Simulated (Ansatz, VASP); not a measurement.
PtSe2: VASP beside Ansatz

File INCAR:

```
ALGO     = Normal         # electronic algorithm
DIPOL    = 0.5 0.5 0.500
EDIFF    = 1E-7           # SCF threshold, eV
ENCUT    = 520            # plane-wave cutoff, eV
GGA      = PE             # functional
IDIPOL   = 3            
ISIF     = 2              # what is computed and relaxed
ISMEAR   = 0              # smearing method
LASPH    = T              # aspherical terms in the spheres
LCHARG   = F              # write CHGCAR
LDIPOL   = T            
LREAL    = F              # projectors in reciprocal space
LWAVE    = F              # write WAVECAR
NBANDS   = 18             # bands
NELM     = 80             # most SCF steps
PREC     = Accurate       # precision mode
SIGMA    = 0.1            # smearing width, eV
```

KPOINTS

```
k-points
0
Gamma
  6 6 1
```

POSCAR

```
PtSe2
1.0
    2.9866648500      0.0000000000      0.0000000000
   -1.4933324300      2.5865277700      0.0000000000
    0.0000000000      0.0000000000     18.0000000000
Pt Se
1 2
Direct
    0.6666666700      0.3333333300      0.5000000000
    0.3333333300      0.6666666700      0.5843816600
    0.3333333300      0.6666666700      0.4156183400
```

Input for Ansatz:

```yaml
crystal:
  lattice:
    - [2.98666485, 0.0, 0.0]
    - [-1.49333243, 2.58652777, 0.0]
    - [0.0, 0.0, 18.0]
  atoms:
    - { symbol: Pt, position: [0.66666667, 0.33333333, 0.5] }
    - { symbol: Se, position: [0.33333333, 0.66666667, 0.58438166] }
    - { symbol: Se, position: [0.33333333, 0.66666667, 0.41561834] }
  periodic: [true, true, false]
basis:
  ecutwfc: 420
kpoints:
  mp_grid: { grid: [6, 6, 1] }
hamiltonian:
  xc: pbe
scf:
  occupations: { method: gaussian, width: 0.1 }
  lower_state_search: "off"
output:
  forces: true
  stress: true
  eigenvalues: true
```

Change from the starting cell: species swapped into a sheet of the WSe2 type.

Alike in both runs: task single point; functional PBE; k mesh 6 × 6 × 1; occupations gaussian, width 0.1 eV; no spin polarisation.

```csv
,VASP,Ansatz
version,VASP 6.6.1,Ansatz 0.2.0
potentials or method,"VASP PAW PBE potentials, release 64 (Pt, Se)","scalar-relativistic, plane waves, PAW"
plane-wave cutoff (eV),520,420
valence electrons in the cell,22,50
```

Ansatz gave:

| Item | Value |
| --- | --- |
| gap on the k mesh at the Fermi level (eV) | none |
| rms of the force components (eV/Å) | 3.606 |

What did VASP give for the same quantities?

gap on the k mesh at the Fermi level (eV): none; rms of the force components (eV/Å): 3.653.

Atom by atom the forces differ by 0.047 eV/Å (rms over components). A gap of «none» marks a metal or a gap that the smearing closes. With one functional, cell and mesh, what is left measures potentials, basis and numerics. The two sets of potentials don't hold the same shells in valence. Ansatz warned: «slab_cell_height_set».

Caveats: the k mesh is coarse (spacing up to 0.40 Å⁻¹), so the values aren't converged. The runs have no spin-orbit coupling, so splittings on Pt are missing.
